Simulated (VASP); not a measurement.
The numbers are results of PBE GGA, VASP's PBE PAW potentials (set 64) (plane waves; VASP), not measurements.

A VASP calculation is set up with these files.

### POSCAR
```
BaF2
1
    0.0000000000     3.1442325688     3.1442325688
    3.1442325688     0.0000000000     3.1442325688
    3.1442325688     3.1442325688    -0.0000000000
Ba F
1 2
Direct
  0.0000000000   1.0000000000   0.0000000000
  0.2500000000   0.2500000000   0.2500000000
  0.7500000000   0.7500000000   0.7500000000
```

INCAR:
```
# general
SYSTEM  = BaF2
PREC    = Accurate
ENCUT   = 530
LREAL   = .False.
LASPH   = .True.

# electronic loop
EDIFF   = 1E-6
NELM    = 100
ALGO    = Normal
LMAXMIX = 4

# smearing
ISMEAR  = 0
SIGMA   = 0.05

# functional
GGA     = PE

# ions
IBRION  = 2
NSW     = 60
ISIF    = 3
EDIFFG  = -0.02

# output
LWAVE   = .False.
LCHARG  = .False.
```

File KPOINTS:
```
Automatic mesh
0
Gamma
6 6 6
0 0 0
```

POTCAR, in this order: Ba_sv F (PBE.64 set). Program: vasp_std.

What VASP printed:

**OUTCAR**
```
 ion  position               nearest neighbor table
   1  0.000  0.000  0.000-   2 2.72   3 2.72   3 2.72   3 2.72   3 2.72   2 2.72   2 2.72   2 2.72
  LATTYP: Found a face centered cubic cell.
 ALAT       =     6.2884651376
 Subroutine PRICEL returns:
 Original cell was already a primitive cell.
 Subroutine GETGRP returns: Found 48 space group operations
The static configuration has the point symmetry O_h .
The dynamic configuration has the point symmetry O_h .
 Subroutine INISYM returns: Found 48 space group operations
 Subroutine IBZKPT returns following result:
 Found     16 irreducible k-points:

 Following reciprocal coordinates:
            Coordinates               Weight
  0.000000  0.000000  0.000000      1.000000
  0.166667  0.000000  0.000000      8.000000
  0.333333  0.000000  0.000000      8.000000
  0.500000  0.000000  0.000000      4.000000
  0.166667  0.166667  0.000000      6.000000
  0.333333  0.166667  0.000000     24.000000
  0.500000  0.166667  0.000000     24.000000
 -0.333333  0.166667  0.000000     24.000000
 -0.166667  0.166667  0.000000     12.000000
  0.333333  0.333333  0.000000      6.000000
  0.500000  0.333333  0.000000     24.000000
 -0.333333  0.333333  0.000000     12.000000
  0.500000  0.500000  0.000000      3.000000
  0.500000  0.333333  0.166667     24.000000
 -0.333333  0.333333  0.166667     24.000000
 -0.333333  0.500000  0.166667     12.000000
   k-points           NKPTS =     16   k-points in BZ     NKDIM =     16   number of bands    NBANDS=     16
   number of dos      NEDOS =    301   number of ions     NIONS =      3
   total plane-waves  NPLWV =  46656
   dimension x,y,z NGX =    36 NGY =   36 NGZ =   36
   dimension x,y,z NGXF=    72 NGYF=   72 NGZF=   72
   ions per type =               1   2
   PREC   = accura    normal or accurate (medium, high low for compatibility)
   ISTART =      0    job   : 0-new  1-cont  2-samecut
   ICHARG =      2    charge: 1-file 2-atom 10-const
   ISPIN  =      1    spin polarized calculation?
   LNONCOLLINEAR =      F non collinear calculations
   LSORBIT =      F    spin-orbit coupling
   INIWAV =      1    electr: 0-lowe 1-rand  2-diag
   ENCUT  =  530.0 eV  38.95 Ry    6.24 a.u.   8.35  8.35  8.35*2*pi/ulx,y,z
   NELM   =    100;   NELMIN=  2; NELMDL= -5     # of ELM steps
   EDIFF  = 0.1E-05   stopping-criterion for ELM
   LREAL  =      F    real-space projection
   NLSPLINE    = F    spline interpolate recip. space projectors
   LMAXMIX     =    4 max onsite mixed and CHGCAR
   VOSKOWN=      0    Vosko Wilk Nusair interpolation
   EDIFFG = -.2E-01   stopping-criterion for IOM
   NSW    =     60    number of steps for IOM
   NBLOCK =      1;   KBLOCK =     60    inner block; outer block
   IBRION =      2    ionic relax: 0-MD 1-quasi-New 2-CG
   NFREE  =      1    steps in history (QN), initial steepest desc. (CG)
   ISIF   =      3    stress and relaxation
   ISYM   =      2    0-nonsym 1-usesym 2-fastsym
   TEIN   =    0.0    initial temperature
   TEBEG  =    0.0;   TEEND  =   0.0 temperature during run
   SMASS  =  -3.00    Nose mass-parameter (am)
   PSTRESS=    0.0 pullay stress
   NELECT =      24.0000    total number of electrons
   EFERMI =   0.00;   METHOD = LEGACY
   ISMEAR =     0;   SIGMA  =   0.05  broadening in eV -4-tet -1-fermi 0-gaus
   IALGO  =     38    algorithm
   LDIAG  =      T    sub-space diagonalisation (order eigenvalues)
   IMIX   =      4    mixing-type and parameters
     AMIX     =   0.40;   BMIX     =  1.00
     AMIX_MAG =   1.60;   BMIX_MAG =  1.00
     AMIN     =   0.10
   GGA     = PE    functional components
   VOSKOWN =     0    Vosko Wilk Nusair interpolation
   LHFCALC =     F    Hartree Fock is set to
   LHFONE  =     F    Hartree Fock one center treatment
...
```

File OSZICAR:
```
       N       E                     dE             d eps       ncg     rms          rms(c)
DAV:   1     0.161891809747E+03    0.16189E+03   -0.12950E+04   512   0.140E+03
DAV:   2    -0.124736021153E+02   -0.17437E+03   -0.16957E+03   672   0.292E+02
DAV:   3    -0.188181932363E+02   -0.63446E+01   -0.63392E+01   696   0.656E+01
DAV:   4    -0.189179440774E+02   -0.99751E-01   -0.99740E-01   648   0.689E+00
DAV:   5    -0.189214143293E+02   -0.34703E-02   -0.34702E-02   712   0.918E-01    0.845E+00
DAV:   6    -0.171056879151E+02    0.18157E+01   -0.10174E+01   512   0.246E+01    0.417E+00
DAV:   7    -0.171000291360E+02    0.56588E-02   -0.36255E-01   640   0.551E+00    0.209E+00
DAV:   8    -0.171176841214E+02   -0.17655E-01   -0.58263E-02   576   0.293E+00    0.272E-01
DAV:   9    -0.171266958278E+02   -0.90117E-02   -0.13995E-02   624   0.859E-01    0.149E-01
DAV:  10    -0.171293511789E+02   -0.26554E-02   -0.39046E-03   536   0.453E-01    0.430E-02
DAV:  11    -0.171293404790E+02    0.10700E-04   -0.40029E-04   704   0.157E-01    0.202E-02
DAV:  12    -0.171293596567E+02   -0.19178E-04   -0.72988E-05   512   0.639E-02    0.272E-03
DAV:  13    -0.171293600799E+02   -0.42317E-06   -0.13959E-06   560   0.928E-03
   1 F= -.17129360E+02 E0= -.17129360E+02  d E =-.171294E+02
```

File OUTCAR:
```
------------------------ aborting loop because EDIFF is reached ----------------------------------------
  FORCE on cell =-STRESS in cart. coord.  units (eV):
  Direction    XX          YY          ZZ          XY          YZ          ZX
  --------------------------------------------------------------------------------------
  Total       -0.0450381     -0.0450381     -0.0450381     -0.0000000      0.0000000     -0.0000000
  in kB       -1.1606909     -1.1606909     -1.1606909     -0.0000000      0.0000000     -0.0000000
  external PRESSURE =      -1.1606909 kB  Pullay stress =       0.0000000 kB
  volume of cell :       62.17
      direct lattice vectors                 reciprocal lattice vectors
     0.000000000  3.144232569  3.144232569    -0.159021316  0.159021316  0.159021316
     3.144232569  0.000000000  3.144232569     0.159021316 -0.159021316  0.159021316
     3.144232569  3.144232569  0.000000000     0.159021316  0.159021316 -0.159021316
 POSITION                                       TOTAL-FORCE (eV/Angst)
 -----------------------------------------------------------------------------------
      0.00000      0.00000      0.00000         0.000000      0.000000     -0.000000
      1.57212      1.57212      1.57212         0.000000      0.000000      0.000000
      4.71635      4.71635      4.71635        -0.000000     -0.000000     -0.000000
 -----------------------------------------------------------------------------------
    total drift:                                0.000000      0.000000      0.000000
  FREE ENERGIE OF THE ION-ELECTRON SYSTEM (eV)
  ---------------------------------------------------
  free  energy   TOTEN  =       -17.1293600799 eV

  energy  without entropy=      -17.1293600799  energy(sigma->0) =      -17.12936008

 reached required accuracy - stopping structural energy minimisation
```
(Selected blocks of OUTCAR.)

The compound is BaF2 in the fluorite structure. It was relaxed first. The start is the result of an earlier pass.
